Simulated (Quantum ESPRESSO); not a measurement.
## ZrC in Quantum ESPRESSO: convergence with k mesh

Input of the first run (k mesh 2 × 2 × 2); the others differ in this setting and in those tied to it:

Contents of pw.in:

```
&CONTROL
  calculation = 'scf'
  prefix = 'pwscf'
  outdir = './tmp'
  pseudo_dir = './pseudo'
  tprnfor = .true.
  tstress = .true.
  disk_io = 'nowf'
/
&SYSTEM
  ibrav = 0
  nat = 2
  ntyp = 2
  ecutwfc = 82
  nbnd = 14
  occupations = 'smearing'
  smearing = 'mv'
  degauss = 0.00999582
/
&ELECTRONS
  conv_thr = 4d-10
  electron_maxstep = 120
  mixing_beta = 0.5
/
ATOMIC_SPECIES
Zr    91.2240 Zr.upf
C     12.0110 C.upf
CELL_PARAMETERS angstrom
   0.0000000000    2.3650000000    2.3650000000
   2.3650000000    0.0000000000    2.3650000000
   2.3650000000    2.3650000000    0.0000000000
ATOMIC_POSITIONS crystal
Zr     0.5000000000    0.5000000000    0.5000000000
C      0.0000000000    0.0000000000    0.0000000000
K_POINTS automatic
2 2 2 0 0 0
```

Potentials or basis: PseudoDojo 0.5 SR PBE stringent.

Command:

```console
$ OMP_NUM_THREADS=1 pw.x -in pw.in > pw.out
```

Hardware: 1 thread of Intel(R) Xeon(R) 6975P-C (Granite Rapids) (shared host).

Problem. The values tried are 2 × 2 × 2, 3 × 3 × 3, 4 × 4 × 4, 6 × 6 × 6, 8 × 8 × 8, 9 × 9 × 9, 10 × 10 × 10, 12 × 12 × 12, 14 × 14 × 14, loosest first. From which on does the pressure stay within 0.1 GPa of the tightest run that finished?

Solution. From 6 × 6 × 6 on.

| k mesh | energy less the tightest run, at zero smearing (meV/atom) | pressure (GPa) | SCF cycles | CPU time (s) | peak memory (GiB) |
| --- | --- | --- | --- | --- | --- |
| 2 × 2 × 2 | 581.83 | 4.66 | 19 | 2.2 | 0.05 |
| 3 × 3 × 3 | 100.10 | -2.31 | 11 | 1.8 | 0.05 |
| 4 × 4 × 4 | 25.26 | -3.77 | 10 | 2.6 | 0.05 |
| 6 × 6 × 6 | 5.86 | -2.74 | 12 | 5 | 0.06 |
| 8 × 8 × 8 | 1.40 | -2.81 | 10 | 7.8 | 0.06 |
| 9 × 9 × 9 | 1.15 | -2.86 | 10 | 8.9 | 0.06 |
| 10 × 10 × 10 | 1.24 | -2.81 | 12 | 13 | 0.07 |
| 12 × 12 × 12 | 0.26 | -2.76 | 10 | 17 | 0.08 |
| 14 × 14 × 14 | 0.00 | -2.83 | 10 | 25 | 0.1 |

Against the tightest run, the energy stays within 1 meV/atom from 12 × 12 × 12 on. Meshes of other sizes hit other points, so gaps and Fermi surfaces needn't settle smoothly. The tightest run that finished is the yardstick and may itself not be fully converged.
